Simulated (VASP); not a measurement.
# SnSe (Pm-3m) in VASP: further runs

The runs below take SnSe through relaxation of the atoms, with LDA.

Program: VASP 6.6.1. These are calculated values, not measurements. Logs are shortened: lines on timing, memory, paths and dates and some standing lists are left out, and cuts for length are marked.

### 1 The crystal as given

The structure is cubic, space group Pm-3m (No. 221). Conventional cell: a = 3.578 Å, b = 3.578 Å, c = 3.578 Å, α = 90.00°, β = 90.00°, γ = 90.00°. Sn (site symmetry m-3m) has 8 Se at 3.10 Å as nearest neighbours. Se (site symmetry m-3m) has 8 Sn at 3.10 Å as nearest neighbours.

Measurements of this composition are mostly on another form, of space group No. 62.

### 2 Relaxation of the atoms, LDA (a relaxed cell with its volume scaled by 0.94)

Input file INCAR:

```
ALGO = Normal
EDIFF = 1E-7
EDIFFG = -0.01
ENCUT = 600
IBRION = 2
ISIF = 2
ISMEAR = 0
LASPH = True
LCHARG = False
LREAL = False
LWAVE = False
NELM = 80
NSW = 40
PREC = Accurate
SIGMA = 0.03
```

Input file KPOINTS:

```
k-points
0
Gamma
  8 8 8
```

Input file POSCAR:

```
SnSe                                    
1.0
    3.5052352666      0.0000000000      0.0000000000
    0.0000000000      3.5052352666      0.0000000000
    0.0000000000      0.0000000000      3.5052352666
  Sn              Se            
     1     1
Direct
     0.5000000000000000    0.5000000000000000    0.5000000000000000
     0.0000000000000000    0.0000000000000000    0.0000000000000000
```

Potentials or basis: VASP PAW LDA potentials, release 64 (Sn_d, Se).

On the command line:

```bash
> cat potpaw_LDA.64/Sn_d/POTCAR potpaw_LDA.64/Se/POTCAR > POTCAR
> mpirun -np 1 vasp_std > vasp.out
```

OUTCAR:

```text
EDIFF = 1E-7
   EDIFFG = -0.01
   ENCUT = 600
   IBRION = 2
   ISIF = 2
   ISMEAR = 0
   LASPH = True
   LREAL = False
   NELM = 80
   NSW = 40
   PREC = Accurate

 ion  position               nearest neighbor table
   1  0.500  0.500  0.500-   2 3.04   2 3.04   2 3.04   2 3.04   2 3.04   2 3.04   2 3.04   2 3.04

   2  0.000  0.000  0.000-   1 3.04   1 3.04   1 3.04   1 3.04   1 3.04   1 3.04   1 3.04   1 3.04

  LATTYP: Found a simple cubic cell.
 ALAT       =     3.5052352666

  Lattice vectors:

 A1 = (   3.5052352666,   0.0000000000,   0.0000000000)
 A2 = (   0.0000000000,   3.5052352666,   0.0000000000)
 A3 = (   0.0000000000,   0.0000000000,   3.5052352666)

Analysis of symmetry for initial positions (statically):
=====================================================================
 Subroutine PRICEL returns:
 Original cell was already a primitive cell.

 Routine SETGRP: Setting up the symmetry group for a
 simple cubic supercell.

 Subroutine GETGRP returns: Found 48 space group operations
 (whereof 48 operations were pure point group operations)
 out of a pool of 48 trial point group operations.

The static configuration has the point symmetry O_h .

Analysis of symmetry for dynamics (positions and initial velocities):
=====================================================================
 Subroutine PRICEL returns:
 Original cell was already a primitive cell.

 Routine SETGRP: Setting up the symmetry group for a
 simple cubic supercell.

 Subroutine GETGRP returns: Found 48 space group operations
 (whereof 48 operations were pure point group operations)
 out of a pool of 48 trial point group operations.

The dynamic configuration has the point symmetry O_h .

 Subroutine INISYM returns: Found 48 space group operations
 (whereof 48 operations are pure point group operations),
 and found     1 'primitive' translations

----------------------------------------------------------------------------------------

                                     Primitive cell

  volume of cell :      43.0677

  direct lattice vectors                    reciprocal lattice vectors
     3.505235267  0.000000000  0.000000000     0.285287555  0.000000000  0.000000000
     0.000000000  3.505235267  0.000000000     0.000000000  0.285287555  0.000000000
     0.000000000  0.000000000  3.505235267     0.000000000  0.000000000  0.285287555

  length of vectors
     3.505235267  3.505235267  3.505235267     0.285287555  0.285287555  0.285287555

[... 94 lines left out ...]
   EFERMI =   0.00;   METHOD = LEGACY
   ISMEAR =     0;   SIGMA  =   0.03  broadening in eV -4-tet -1-fermi 0-gaus
   EFERMI_NEDOS =   21; number of points for ismear=-14 and -15
   IALGO  =     38    algorithm
   IMIX   =      4    mixing-type and parameters
     AMIX     =   0.40;   BMIX     =  1.00
     AMIX_MAG =   1.60;   BMIX_MAG =  1.00
  volume/ion in A,a.u.               =      21.53       145.32
  Fermi-wavevector in a.u.,A,eV,Ry     =   1.267752  2.395704 21.867219  1.607195
  Thomas-Fermi vector in A             =   2.400883
   LORBIT       =      0    0 simple, 1 ext, 2 COOP (PROOUT), +10 PAW based schemes
   GGA     = CA    functional components
   LHFCALC =     F    Hartree Fock is set to
   AEXX    =    0.0000 exact exchange contribution
   IVDW    =     0    specifies the selected vdW correction
   LEPSILON=     F    determine dielectric tensor
   LRPA    =     F    only Hartree local field effects (RPA)
 conjugate gradient relaxation of ions
 non-spin polarized calculation
 Gauss-broadening in eV      SIGMA  =   0.03
  energy-cutoff  :      600.00
  volume of cell :       43.07
 maximum number of plane-waves:      1472
   NGX = 15   NGY = 15   NGZ = 15

 number of electron      20.0000002 magnetization

 Free energy of the ion-electron system (eV)
  ---------------------------------------------------
  ext. energy  EPLUGINS =         0.00000000
  ---------------------------------------------------
  free energy    TOTEN  =        -9.02133798 eV

  energy without entropy =       -9.02048304  energy(sigma->0) =       -9.02091051

 E-fermi :   7.9211     XC(G=0): -11.1003

 val. band max:        7.8962088820   @ k =   0.2500   0.2500   0.1250
 cond. band min:       7.9366712245   @ k =   0.5000   0.2500   0.2500
 fundamental gap:      0.0404623425
 Fermi energy:         7.9210814341

 k-point     1 :       0.0000    0.0000    0.0000
  band No.  band energies     occupation
      1     -13.6190      2.00000
      2     -13.6190      2.00000
      3     -13.5011      2.00000
      4     -13.5011      2.00000
      5     -13.5011      2.00000
      6      -6.8802      2.00000
      7       2.4359      2.00000
      8       5.6174      2.00000
      9       5.6174      2.00000
     10       5.6174      2.00000
     11      12.0032      0.00000
     12      12.0032      0.00000
     13      14.9032      0.00000
     14      14.9032      0.00000
[... 377 lines left out ...]
      1     -13.5878      2.00000
      2     -13.5531      2.00000
      3     -13.5382      2.00000
      4     -13.5319      2.00000
      5     -13.4709      2.00000
      6      -4.6261      2.00000
      7       0.5536      2.00000
      8       2.6151      2.00000
      9       3.6456      2.00000
     10       6.7962      2.00000
     11      10.2973      0.00000
     12      11.2493      0.00000
     13      12.6745      0.00000
     14      15.7592      0.00000

 [... further k-points ...]

------------------------ aborting loop because EDIFF is reached ----------------------------------------

  FORCE on cell =-STRESS in cart. coord.  units (eV):
  Direction    XX          YY          ZZ          XY          YZ          ZX
  --------------------------------------------------------------------------------------
  -------------------------------------------------------------------------------------
  Total        1.2875824      1.2875824      1.2875824     -0.0000000      0.0000000     -0.0000000
  in kB       47.8998431     47.8998431     47.8998431     -0.0000000      0.0000000     -0.0000000
  external PRESSURE =      47.8998431 kB  Pullay stress =       0.0000000 kB

 VOLUME and BASIS-vectors are now :
 -----------------------------------------------------------------------------
  energy-cutoff  :      600.00
  volume of cell :       43.07
      direct lattice vectors                 reciprocal lattice vectors
     3.505235267  0.000000000  0.000000000     0.285287555  0.000000000  0.000000000
     0.000000000  3.505235267  0.000000000     0.000000000  0.285287555  0.000000000
     0.000000000  0.000000000  3.505235267     0.000000000  0.000000000  0.285287555

 POSITION                                       TOTAL-FORCE (eV/Angst)
 -----------------------------------------------------------------------------------
      1.75262      1.75262      1.75262         0.000000      0.000000      0.000000
      0.00000      0.00000      0.00000         0.000000      0.000000      0.000000
 -----------------------------------------------------------------------------------
    total drift:                                0.000000      0.000000      0.000000

  FREE ENERGIE OF THE ION-ELECTRON SYSTEM (eV)
  ---------------------------------------------------
  free  energy   TOTEN  =        -9.0213379817 eV

  energy  without entropy=       -9.0204830405  energy(sigma->0) =       -9.02091051

 reached required accuracy - stopping structural energy minimisation
```

CONTCAR:

```text
SnSe
   1.00000000000000
     3.5052352666000002    0.0000000000000000    0.0000000000000000
     0.0000000000000000    3.5052352666000002    0.0000000000000000
     0.0000000000000000    0.0000000000000000    3.5052352666000002
  Sn              Se
     1     1
Direct
     0.5000000000000000    0.5000000000000000    0.5000000000000000
     0.0000000000000000    0.0000000000000000    0.0000000000000000

  0.00000000E+00  0.00000000E+00  0.00000000E+00
  0.00000000E+00  0.00000000E+00  0.00000000E+00
```

Run time: 16 s. Hardware: 1 thread of AMD EPYC 7R13 (Zen 3), shared host; peak memory 0.12 GiB.

Results:

```yaml
Free_energy: -9.0213 eV
Pressure_after_relaxing: 4.8 GPa
Band_gap_on_the_k_mesh: none (metal or under the smearing width)
```

Final structure:
```
Sn Se
1.0
     3.50524    0.00000    0.00000
     0.00000    3.50524    0.00000
     0.00000    0.00000    3.50524
Sn Se
1 1
Direct
  0.50000 0.50000 0.50000
  0.00000 0.00000 0.00000
```

Caveat: the relaxation stopped at its first step, so nothing moved.

### 3 Relaxation of the atoms, LDA (a relaxed cell with its volume scaled by 0.96)

INCAR is that of step 2.

KPOINTS is that of step 2.

Input file POSCAR:

```
SnSe                                    
1.0
    3.5299208353      0.0000000000      0.0000000000
    0.0000000000      3.5299208353      0.0000000000
    0.0000000000      0.0000000000      3.5299208353
  Sn              Se            
     1     1
Direct
     0.5000000000000000    0.5000000000000000    0.5000000000000000
     0.0000000000000000    0.0000000000000000    0.0000000000000000
```

Potentials or basis: VASP PAW LDA potentials, release 64 (Sn_d, Se).

On the command line:

```bash
> cat potpaw_LDA.64/Sn_d/POTCAR potpaw_LDA.64/Se/POTCAR > POTCAR
> mpirun -np 1 vasp_std > vasp.out
```

Run time: 16 s. Hardware: 1 thread of AMD EPYC 7R13 (Zen 3), shared host; peak memory 0.12 GiB.

It converged, with:

```yaml
Free_energy: -9.0443 eV
Pressure_after_relaxing: 3.1 GPa
Band_gap_on_the_k_mesh: none (metal or under the smearing width)
```

Final structure:
```
CELL_PARAMETERS angstrom
3.52992 0.00000 0.00000
0.00000 3.52992 0.00000
0.00000 0.00000 3.52992
ATOMIC_POSITIONS crystal
Sn 0.50000 0.50000 0.50000
Se 0.00000 0.00000 0.00000
```

Levels at points of the mesh, in eV from the Fermi level:
```tsv
k point	band 6	band 7	band 8	band 9	band 10	band 11	band 12	band 13	band 14
(0.00, 0.00, 0.00)	-14.61	-5.53	-2.22	-2.22	-2.22	4.15	4.15	6.83	6.83
(0.50, 0.00, 0.00)	-13.31	-9.14	-0.70	-0.70	-0.04	0.81	3.18	3.18	6.10
(0.50, 0.50, 0.00)	-12.36	-6.34	-5.80	-5.80	-0.22	4.46	4.46	5.20	6.67
(0.50, 0.50, 0.50)	-11.86	-4.34	-3.51	-3.51	-3.51	-1.55	-1.55	-1.55	15.28
```

Caveat: the relaxation stopped at its first step, so nothing moved.

### 4 Relaxation of the atoms, LDA (a relaxed cell with its volume scaled by 0.98)

INCAR is that of step 3.

KPOINTS is that of step 3.

Input file POSCAR:

```
SnSe                                    
1.0
    3.5542658863      0.0000000000      0.0000000000
    0.0000000000      3.5542658863      0.0000000000
    0.0000000000      0.0000000000      3.5542658863
  Sn              Se            
     1     1
Direct
     0.5000000000000000    0.5000000000000000    0.5000000000000000
     0.0000000000000000    0.0000000000000000    0.0000000000000000
```

Potentials or basis: VASP PAW LDA potentials, release 64 (Sn_d, Se).

On the command line:

```bash
> cat potpaw_LDA.64/Sn_d/POTCAR potpaw_LDA.64/Se/POTCAR > POTCAR
> mpirun -np 1 vasp_std > vasp.out
```

OUTCAR:

```text
EDIFF = 1E-7
   EDIFFG = -0.01
   ENCUT = 600
   IBRION = 2
   ISIF = 2
   ISMEAR = 0
   LASPH = True
   LREAL = False
   NELM = 80
   NSW = 40
   PREC = Accurate

 ion  position               nearest neighbor table
   1  0.500  0.500  0.500-   2 3.08   2 3.08   2 3.08   2 3.08   2 3.08   2 3.08   2 3.08   2 3.08

   2  0.000  0.000  0.000-   1 3.08   1 3.08   1 3.08   1 3.08   1 3.08   1 3.08   1 3.08   1 3.08

  LATTYP: Found a simple cubic cell.
 ALAT       =     3.5542658863

  Lattice vectors:

[... 598 lines left out ...]

  FORCE on cell =-STRESS in cart. coord.  units (eV):
  Direction    XX          YY          ZZ          XY          YZ          ZX
  --------------------------------------------------------------------------------------
  -------------------------------------------------------------------------------------
  Total        0.4060449      0.4060449      0.4060449     -0.0000000     -0.0000000      0.0000000
  in kB       14.4888845     14.4888845     14.4888845     -0.0000000     -0.0000000      0.0000000
  external PRESSURE =      14.4888845 kB  Pullay stress =       0.0000000 kB

 VOLUME and BASIS-vectors are now :
 -----------------------------------------------------------------------------
  energy-cutoff  :      600.00
  volume of cell :       44.90
      direct lattice vectors                 reciprocal lattice vectors
     3.554265886  0.000000000  0.000000000     0.281352052  0.000000000  0.000000000
     0.000000000  3.554265886  0.000000000     0.000000000  0.281352052  0.000000000
     0.000000000  0.000000000  3.554265886     0.000000000  0.000000000  0.281352052

 POSITION                                       TOTAL-FORCE (eV/Angst)
 -----------------------------------------------------------------------------------
      1.77713      1.77713      1.77713         0.000000      0.000000      0.000000
      0.00000      0.00000      0.00000         0.000000      0.000000      0.000000
 -----------------------------------------------------------------------------------
    total drift:                                0.000000      0.000000      0.000000

  FREE ENERGIE OF THE ION-ELECTRON SYSTEM (eV)
  ---------------------------------------------------
  free  energy   TOTEN  =        -9.0573365583 eV

  energy  without entropy=       -9.0571443243  energy(sigma->0) =       -9.05724044

 reached required accuracy - stopping structural energy minimisation
```

CONTCAR:

```text
SnSe
   1.00000000000000
     3.5542658863000001    0.0000000000000000    0.0000000000000000
     0.0000000000000000    3.5542658863000001    0.0000000000000000
     0.0000000000000000    0.0000000000000000    3.5542658863000001
  Sn              Se
     1     1
Direct
     0.5000000000000000    0.5000000000000000    0.5000000000000000
     0.0000000000000000    0.0000000000000000    0.0000000000000000

  0.00000000E+00  0.00000000E+00  0.00000000E+00
  0.00000000E+00  0.00000000E+00  0.00000000E+00
```

It took 16 s on 1 thread of AMD EPYC 7R13 (Zen 3), shared host; peak memory 0.13 GiB.

Results:

```
Free energy             : -9.0573 eV
Pressure after relaxing : 1.4 GPa
Band gap on the k mesh  : none (metal or under the smearing width)
```

Final structure:
```
Sn Se
1.0
     3.55427    0.00000    0.00000
     0.00000    3.55427    0.00000
     0.00000    0.00000    3.55427
Sn Se
1 1
Direct
  0.50000 0.50000 0.50000
  0.00000 0.00000 0.00000
```

Levels at points of the mesh, in eV from the Fermi level:
```
           k point  band 6  band 7  band 8  band 9  band 10  band 11  band 12  band 13  band 14
(0.00, 0.00, 0.00)  -14.41   -5.56   -2.12   -2.12    -2.12     4.23     4.23     6.71     6.71
(0.50, 0.00, 0.00)  -13.16   -8.97   -0.65   -0.65    -0.04     0.76     3.19     3.19     6.19
(0.50, 0.50, 0.00)  -12.27   -6.27   -5.63   -5.63    -0.18     4.42     4.42     5.13     6.66
(0.50, 0.50, 0.50)  -11.79   -4.36   -3.38   -3.38    -3.38    -1.43    -1.43    -1.43    15.06
```

Caveat: the relaxation stopped at its first step, so nothing moved.

### 5 Relaxation of the atoms, LDA

INCAR is that of step 4.

KPOINTS is that of step 4.

Input file POSCAR:

```
SnSe                                    
1.0
    3.5782819248      0.0000000000      0.0000000000
    0.0000000000      3.5782819248      0.0000000000
    0.0000000000      0.0000000000      3.5782819248
  Sn              Se            
     1     1
Direct
     0.5000000000000000    0.5000000000000000    0.5000000000000000
     0.0000000000000000    0.0000000000000000    0.0000000000000000
```

On the command line:

```bash
> cat potpaw_LDA.64/Sn_d/POTCAR potpaw_LDA.64/Se/POTCAR > POTCAR
> mpirun -np 1 vasp_std > vasp.out
```

Run time: 19 s. Hardware: 1 thread of AMD EPYC 7R13 (Zen 3), shared host; peak memory 0.13 GiB.

The run converged. Its results:

* Free energy: -9.0614 eV
* Pressure after relaxing: 0.0 GPa
* Band gap on the k mesh: none (metal or under the smearing width)

Final structure:
```
Sn Se
1.0
     3.57828    0.00000    0.00000
     0.00000    3.57828    0.00000
     0.00000    0.00000    3.57828
Sn Se
1 1
Direct
  0.50000 0.50000 0.50000
  0.00000 0.00000 0.00000
```

Levels at points of the mesh, in eV from the Fermi level:
```tsv
k point	band 7	band 8	band 9	band 10	band 11	band 12	band 13	band 14
(0.00, 0.00, 0.00)	-5.60	-2.04	-2.04	-2.04	4.29	4.29	6.57	6.57
(0.50, 0.00, 0.00)	-8.83	-0.61	-0.61	-0.04	0.70	3.19	3.19	6.26
(0.50, 0.50, 0.00)	-6.22	-5.47	-5.47	-0.15	4.37	4.37	5.05	6.65
(0.50, 0.50, 0.50)	-4.38	-3.27	-3.27	-3.27	-1.34	-1.34	-1.34	14.84
```

Caveat: the relaxation stopped at its first step, so nothing moved.

[end of part 1 of 2]
